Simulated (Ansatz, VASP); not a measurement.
## KCl in VASP and in Ansatz

The input INCAR:

```
SYSTEM = KCl
PREC = Accurate
ENCUT = 520
EDIFF = 1E-6
ISMEAR = -1
SIGMA = 0.01
LREAL = .False.
LASPH = .True.
NELM = 100
ALGO = Fast
ISIF = 2
LWAVE = .False.
LCHARG = .False.
NBANDS = 15
```

Contents of KPOINTS:

```
Automatic mesh
0
Gamma
  7 7 7
  0 0 0
```

The input POSCAR:

```
KCl
1.0
    3.6340000000      0.0000000000      0.0000000000
    0.0000000000      3.6340000000      0.0000000000
    0.0000000000      0.0000000000      3.6340000000
K Cl
1 1
Direct
    0.0000000000      0.0000000000      0.0000000000
    0.5000000000      0.5000000000      0.5000000000
```

Input for Ansatz:

```yaml
crystal:
  lattice:
    - [3.634, 0.0, 0.0]
    - [0.0, 3.634, 0.0]
    - [0.0, 0.0, 3.634]
  atoms:
    - { symbol: K, position: [0.0, 0.0, 0.0] }
    - { symbol: Cl, position: [0.5, 0.5, 0.5] }
kpoints:
  mp_grid: { grid: [7, 7, 7] }
  band_path:
    path:
      - [0.0, 0.0, 0.0]
      - [0.0, 0.5, 0.0]
      - [0.5, 0.5, 0.0]
      - [0.0, 0.0, 0.0]
      - [0.5, 0.5, 0.5]
      - [0.0, 0.5, 0.0]
      - [0.5, 0.5, 0.5]
      - [0.5, 0.5, 0.0]
    npoints: 5
scf:
  occupations: { method: fermi_dirac, width: 0.01 }
hamiltonian:
  xc: lda
  pseudopotentials: { kind: all_electron, lapw: { basis_error: 0.001 } }
output:
  forces: true
  stress: true
  eigenvalues: true
```

Alike in both runs: task single point; functional LDA; k mesh 7 × 7 × 7; occupations fermi-dirac, width 0.01 eV; no spin polarisation.

|  | VASP | Ansatz |
| --- | --- | --- |
| version | VASP 6.6.1 | Ansatz 0.2.0 |
| potentials or method | VASP PAW LDA potentials, release 64 (K_sv, Cl) | all-electron LAPW, scalar-relativistic |
| plane-wave cutoff (eV) | 520 | see its input |

|  | VASP | Ansatz | Ansatz less VASP |
| --- | --- | --- | --- |
| gap on the k mesh at the Fermi level (eV) | 5.17 | 5.16 | -0.006 |
| pressure (GPa) | 0.1 | 0.1 | -0.09 |

Ansatz ran all-electron here, so the differences hold the error of VASP's frozen core and of both bases.

Caveats: an odd mesh through Γ misses points on the zone boundary, where band edges often lie. LDA gaps usually lie below the measured ones, often by a third to a half.
